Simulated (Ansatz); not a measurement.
# C: the cost of one run

Method: DFT PBE+D3(BJ), scalar-relativistic, plane waves, PAW, in Ansatz 0.2.0.

**1. Starting point**

It takes space group Fmmm (No. 69, orthorhombic). Conventional cell: a = 2.456 Å, b = 4.254 Å, c = 6.696 Å, α = 90.00°, β = 90.00°, γ = 90.00°. C (site symmetry m2m) has 3 C at 1.42 Å as nearest neighbours.

Structure file:

```cif
data_structure
_symmetry_space_group_name_H-M 'P 1'
_symmetry_Int_Tables_number 1
_cell_length_a 3.9665
_cell_length_b 3.5661
_cell_length_c 2.4560
_cell_angle_alpha 80.086
_cell_angle_beta 62.329
_cell_angle_gamma 37.586
_cell_volume 17.49
loop_
_atom_site_label
_atom_site_type_symbol
_atom_site_fract_x
_atom_site_fract_y
_atom_site_fract_z
_atom_site_occupancy
C1 C 0.16667 0.83333 0.16667 1
C2 C 0.83333 0.16667 0.83333 1
```

Source of the structure: the Crystallography Open Database.

**2. Probe: one point at the start**

Contents of input.yaml:

```yaml
crystal:
  lattice:
    - [0.0, 2.127, 3.348]
    - [1.228, 0.0, 3.348]
    - [1.228, 2.127, 0.0]
  atoms:
    - { symbol: C, position: [0.16667, 0.83333, 0.16667] }
    - { symbol: C, position: [0.83333, 0.16667, 0.83333] }
basis:
  ecutwfc: 250.0
kpoints:
  mp_grid: { grid: [8, 8, 8] }
hamiltonian:
  xc: pbe
  dispersion: d3bj
scf:
  occupations: { method: gaussian, width: 0.1 }
output:
  forces: true
  stress: true
  eigenvalues: true
```

Launch:

```bash
$ ansatz run input.yaml --threads 1 --pin off --max-ram 2560MiB --backend cpu --events-out ev --progress --plain --runs-dir out
```

Q: Estimate wall time and peak memory on 1 thread of Intel Xeon at 2.70GHz, shared host.

About 1.6 s, with a peak of 0.28 GiB.
